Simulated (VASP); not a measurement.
**CuAu under changes of volume**

One of the cells (14.182 Å³/atom); the others are scaled copies at fixed shape and fractional positions:

```xyz
2
Lattice="3.0250 0.0000 0.0000 0.0000 3.0250 0.0000 0.0000 0.0000 3.0996" Properties=species:S:1:pos:R:3 pbc="T T T"
Au    0.0000    0.0000    0.0000
Cu    1.5125    1.5125    1.5498
```

| Property | Result |
| --- | --- |
| Program | VASP 6.6.1 |
| Functional | PBEsol |
| Potentials or basis | VASP PAW PBE potentials, release 64 (Au, Cu) |
| Cutoff | 520 eV |
| k mesh | 8 × 8 × 6 |
| Occupations | fermi-dirac, width 0.05 eV |
| Spin | no spin polarisation |

```tsv
volume (Å³/atom)	energy over the lowest point (meV/atom)	pressure (GPa)
13.614	?	?
13.898	3.46	3.6
14.182	0.00	0.1
14.465	2.64	-3.2
14.749	10.61	-6.1
```

**Question.** What does the run at 13.614 Å³/atom give?

**Answer.** Energy over the lowest point 13.83 meV/atom; pressure 7.8 GPa.

Worked out: A Birch-Murnaghan fit of order 2 (a polynomial in V^(-2/3)) to the other rows has its minimum at 14.20 Å³/atom with B0 = V·E''(V) = 168 GPa at fixed shape and positions, which overstates the stiffness. It gives 13.51 meV/atom at 13.614 Å³/atom, against the run's 13.83, and -dE/dV = 7.7 GPa, against 7.8.

Energies are extrapolated to zero smearing.

Caveats: the PAW data sets were made with another functional, which shifts forces and pressure a little.
